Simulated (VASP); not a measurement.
# Pd: single point with r2SCAN

The system is Pd.

```
Pd
1.0
    -1.57228    1.57228    1.57228
     1.57228   -1.57228    1.57228
     1.57228    1.57228   -1.57228
Pd
1
Direct
  0.00000 0.00000 0.00000
```

This isn't the form of Pd at room conditions, which is fcc.

```json
{
 "Program": "VASP 6.6.1",
 "Task": "single point",
 "Functional": "r2SCAN",
 "Potentials or basis": "VASP PAW PBE potentials, release 64 (Pd)",
 "Cutoff": "520 eV",
 "k mesh": "13 × 13 × 13",
 "Occupations": "fermi-dirac, width 0.1 eV",
 "Spin": "collinear spin, typed start",
 "Starting moments": "[0.6] μB",
 "Dipole correction": "no",
 "Further INCAR settings": "ALGO = Normal; EDIFF = 1e-07; NBANDS = 15"
}
```

* Pressure: -4.8 GPa
* Band gap on the k mesh: none (metal or under the smearing width)
* Net moment: 0.00 μB per cell
* Valence electrons inside the program's atomic spheres: Pd 9.39

Levels at points of the mesh, in eV from the Fermi level:
Spin up:
| k point | band 2 | band 3 | band 4 | band 5 | band 6 | band 7 | band 8 | band 9 |
| --- | --- | --- | --- | --- | --- | --- | --- | --- |
| (0.00, 0.00, 0.00) | -2.84 | -2.84 | -2.84 | -0.99 | -0.99 | 20.19 | 20.19 | 20.19 |
Spin down:
```
           k point  band 2  band 3  band 4  band 5  band 6  band 7  band 8  band 9
(0.00, 0.00, 0.00)   -2.84   -2.84   -2.84   -0.99   -0.99   20.19   20.19   20.19
```

Run time: 54 s on 1 thread of Intel(R) Xeon(R) 6975P-C (Granite Rapids) (shared host), peak memory 0.15 GiB.

Caveat: the PAW data sets were made with another functional, which shifts forces and pressure a little.
